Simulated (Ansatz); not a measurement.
# Al2O3 (R-3c), small polaron or free hole, part 2 of 2

Aim: find out whether an added hole stays on a pair of O atoms pulled together in Al2O3 (R-3c) by distorting the lattice there, how its energy compares with the band edge, and how the answer depends on the level of theory. The model is a cell of 120 host atoms.

Ansatz 0.2.0; plane-wave PAW DFT, HSE06; relaxation of all atoms of a supercell at fixed charge in a uniform background.

So far. Step 2 (Relaxation with the hole, HSE06): The sizes of the moments in the atoms' spheres add to about 1.0 μB, shared by more than 30 atoms in effect: the carrier has spread out.

In doubt: the hybrid run may have settled on a false gap or state (in some of the runs), so the values of those runs are not to be relied on.

### Step 4. States in the gap, HSE06

Level of this step: plane-wave PAW DFT, HSE06; single point of a supercell at fixed charge in a uniform background (Ansatz).

A single point on the relaxed atoms asks for the levels and how far each is spread.

Contents of qp1_M1_trap.hyb/input.yaml:

```yaml
crystal:
  checkpoint: "../qp1_M1_trap.hrelax.run"
  host: checkpoint
total_charge: 1
basis:
  ecutwfc: 420
  xc_grid: 2
hamiltonian:
  xc: hse06
kpoints:
  mp_grid: { grid: [1, 1, 1] }
magnetization:
  spin_polarized: true
  initial_magnetization: 1
  spin_locking: { lock_magnetization: hard }
scf:
  occupations: { method: fixed }
  max_iter: 80
output:
  forces: true
  charged_corrections:
    epsilon: [3.32, 3.32, 3.29]
    static_epsilon: [10.26, 10.26, 12.61]
    defect_position: [0.833333, 0.590125, 0.583333]
  eigenvalues: true
  eigenstates: { localisation: true }
  efg: {}
checkpoint:
  read: "../qp1_M1_trap.hrelax.run"
  write: "../qp1_M1_trap.hyb.run"
  compress: false
  write_wavefunctions: true
  write_every: 100000
```

Launch:

```bash
$ ansatz run input.yaml --threads 32 --pin off --max-ram 84787MiB --backend cuda --events-out ev --progress --plain --runs-dir out --max-vram 78GiB
```

Numbers of over 12 decimals in the logs are rounded to 6 here.

Output:

```text
[...]
crystal.checkpoint: the structure is that of <dir>, a `relax` run, at its step 5: its result, under hse06 at a charge of 1 e; 120 atoms read, 2 with a starting moment; crystal.structure_sha256 for this input is
[...]
Crystal: 120 atoms, lattice volume = 1051.274 Å³
Basis set: ecut = 420 eV, 20497 PW (Γ), exchange–correlation on 144×144×180 points (8 copies of the dense FFT grid, shifted against one another)
Bands: 408, of which v1, the nominal top of the filled ones, is band 288 counted from 1 (287 counted from 0)
Symmetry: 1 space group operations
[...]
k-points: 1
[...]
Stability of the state it starts from, as read at its close in the collinear treatment: not read, because the functional holds exact exchange (a hybrid, or Hartree-Fock), whose exchange loop this test does not read (fock_operator); its run was given moments
[...]
Exchange kernel: α = 0.2500, screened, ω = 0.2079 Å⁻¹, Wigner–Seitz truncation, v(0) = 900.4769 eV·Å³, q-mesh 1×1×1, nearest image of the exchange supercell L = 9.62 Å, pair-density grid 48×48×64, without the augmentation charges, whose exchange is taken in [...]
Frozen-core exchange: fock
[...]
SCF iter   2: F=-66856.797503 eV  HF=-66856.797503 eV  |Δ(HF+E_count)|=  1.46e-11  Δρ=3.75e-7 (↑3.75e-7 ↓3.36e-7)  dr2=5.74e-10  dr2_m=7.13e-10  M=1.000 μB ∫|m|=1.237 μB sched 1.00e-12)  Hψ=1864
SCF 1 converged in 2 iterations: F = -66856.797503 eV  dr2 = 5.74e-10
[...]
the search or the solves at the SCF's close seem to have found levels that the self-consistency loop had missed (the run counts 2). By its estimate they hold under 1e-12 electrons; where the run keeps them, the occupations were computed again with them
WARN: the filled states extend beyond the cell (their overlap across the Brillouin zone is 0.000, against 0 in a metal and nearly 1 for localised states). With one k-point a hybrid's gap, moments and forces can then be wrong. [...]
this state was not tested for a lower state beside it, because the functional holds exact exchange (a hybrid, or Hartree-Fock), whose exchange loop this test does not read (fock_operator); [...]
[...]
Magnetization: 1.0000 μB (288.0000 up, 287.0000 down)
Absolute magnetization: 1.2394 μB (∫|ρ↑−ρ↓|, with the PAW one-centre terms)
[...]
Per-site moments (μB) at R_I (Å): [(-0.000258405, 0.773176), (-0.00025924, 0.773034), (-0.000258195, 0.773164), [... 6 left out ...]
Free energy (F): -66856.797503 eV
[...]
Internal energy: -66856.797503 eV  (E = F + TS)
E sigma→0 (E₀):  -66856.797503 eV
Fermi energy:    6.035836 (↑ 6.031002, ↓ 6.035836) eV
[...]
--- Forces (eV/Å), atoms counted from 1 ---
  atom   1  Al    -0.00274218    -0.00489124    -0.00304275
  atom   2  Al     0.00447798    -0.00690972     0.00062100
  [... 4 atoms left out ...]
  [... 114 more lines of this table ...]
  max |Σ_I F_I| component: 1.70e-5 eV/Å
--- PAW observables at the nuclei: V_zz in 10²¹ V/m², potentials from the cell's mean, atoms counted from 1 ---
  [...]
F Makov-Payne    = n/a  (the rows are of the electrons' constant alone; ansatz place-levels tells what screens the charge)
[...]
--- Band table (eV) ---
[...]
```

Run time: 14 s. Hardware: 1 × NVIDIA GB200 with 32 threads of Arm Neoverse V2, shared host; peak memory 2.6 GiB; 2.4 min of CPU time.

From eigenstates.tsv, first k-point; energies on the run's zero. The participation number counts the atoms that a state is spread over, of 120; bands count from 0.

```
spin  band  energy (eV)  occupation  participation  largest share on  share
down   281        5.876        1.00           56.5               O28   0.03
down   282        5.876        1.00           56.5               O44   0.02
down   283        5.877        1.00           56.6              O110   0.03
down   284        5.878        1.00           56.5               O22   0.03
down   285        6.035        1.00           78.5               O30   0.02
down   286        6.036        1.00           78.8               O49   0.01
down   287        6.321        0.00           81.6               O81   0.01
down   288       13.797        0.00          120.0               O18   0.01
down   289       15.408        0.00          101.3               O20   0.01
down   290       15.408        0.00          101.3               O17   0.01
down   291       16.915        0.00           96.2              Al70   0.01
  up   282        5.853        1.00           56.2               O44   0.03
  up   283        5.853        1.00           56.2              O110   0.03
  up   284        5.854        1.00           56.1              O108   0.03
  up   285        6.013        1.00           78.6               O30   0.02
  up   286        6.014        1.00           78.5               O49   0.02
  up   287        6.031        1.00           81.6               O89   0.01
  up   288       13.790        0.00          120.0               O18   0.01
  up   289       15.377        0.00          101.0               O16   0.01
  up   290       15.377        0.00          101.0              Al37   0.01
  up   291       16.900        0.00           96.4              Al70   0.01
  up   292       16.900        0.00           96.4              Al37   0.01
```

Under HSE06 at the zone centre alone, the highest filled state is spin down, spread over 79 of 120 atoms, and the lowest empty one, 0.29 eV above it, is spin down, spread over 82 of 120 atoms.

Uncorrected and at zero smearing, the relaxed cell and the carrier in the undistorted cell agree within 0.02 eV.

No level is given here: the program refused to align this charged cell with the host.

### Step 5. Relaxing again with PBE

The relaxed structure is now handed to a plain semilocal functional and relaxed again, to see what is left without exact exchange or U. The start is the structure of HSE06, where the carrier had already spread, so this step is a weak test of trapping.

Contents of qp1_M1_trap.semirelax/input.yaml:

```yaml
crystal:
  checkpoint: "../qp1_M1_trap.hrelax.run"
  host: checkpoint
total_charge: 1
basis:
  ecutwfc: 420
  xc_grid: 2
hamiltonian:
  xc: pbe
kpoints:
  mp_grid: { grid: [1, 1, 1] }
magnetization:
  spin_polarized: true
  initial_magnetization: 1
  spin_locking: { lock_magnetization: hard }
scf:
  occupations: { method: fermi_dirac, width: 0.01 }
  max_iter: 80
output:
  forces: true
  charged_corrections:
    epsilon: [3.32, 3.32, 3.29]
    static_epsilon: [10.26, 10.26, 12.61]
    defect_position: [0.833333, 0.590125, 0.583333]
relax:
  f_tol: 0.02
  max_steps: 60
  escape_saddle: false
checkpoint:
  read: "../qp1_M1_trap.hrelax.run"
  write: "../qp1_M1_trap.semirelax.run"
  compress: false
  write_wavefunctions: true
  write_every: 100000
```

Elapsed: 4 s, on 1 × NVIDIA GB200 with 32 threads; peak memory 1.9 GiB; 15 s of CPU time.

The relaxation took 3 steps and gained 0.00 eV.

From the single point at the end of this step. The sizes of the moments in the atoms' spheres add to about 0.9 μB, shared by more than 30 atoms in effect: the carrier has spread out.

No level is given here: the program refused to align this charged cell with the host.

### Step 6. All levels of theory side by side

```
level of theory    atoms  atoms that share the moment  localised  time for the trial state
        HSE06 †  relaxed                 more than 30         no                      49 s
            PBE  relaxed                 more than 30         no                     8.5 s
```

† Here the hybrid relaxation or its single point carries a warning about the state that it reached (a narrow gap in its semilocal warm-up or between frontier levels), so a lower state with the carrier may exist.

### Step 7. What came out

| Item | Value |
| --- | --- |
| carrier localised (PBE) | no |
| state found, lowest state in doubt (HSE06) | spread out |

**Reading.** With HSE06 the hole did not stay localised from this start: it is shared by more than 30 of the 120 atoms in effect. The hybrid relaxation or its single point carries a warning about the state that it reached (a narrow gap in its semilocal warm-up or between frontier levels), so a lower state with the carrier may exist; the numbers describe the state found. It spreads at every relaxed level of theory in the table. Semilocal functionals favour spread carriers, so their answer alone decides nothing. A relaxation step took 7.1 s with HSE06 and 1.3 s with PBE. The point with the carrier in the undistorted cell ran without the search for lower states. One trial site was relaxed, so another site or form can lie lower. What this leaves open: sampling at the zone centre alone can move energies of charged and open-shell states by tenths of an eV or more in cells of this size.

[Logs are printed without paths, hosts, clocks, repeated set-up lines and the standing remarks that a program may print on its own settings, such as how far it seeks lower states.]

[Hosts, paths, dates, database ids (printed as entryN), source tags and the programs' standing remarks are cut or masked in the printed files.]

[For some hosts the program warned that the k-mesh of the response run may be too coarse for force constants and the static dielectric constant; such warnings are not shown here.]
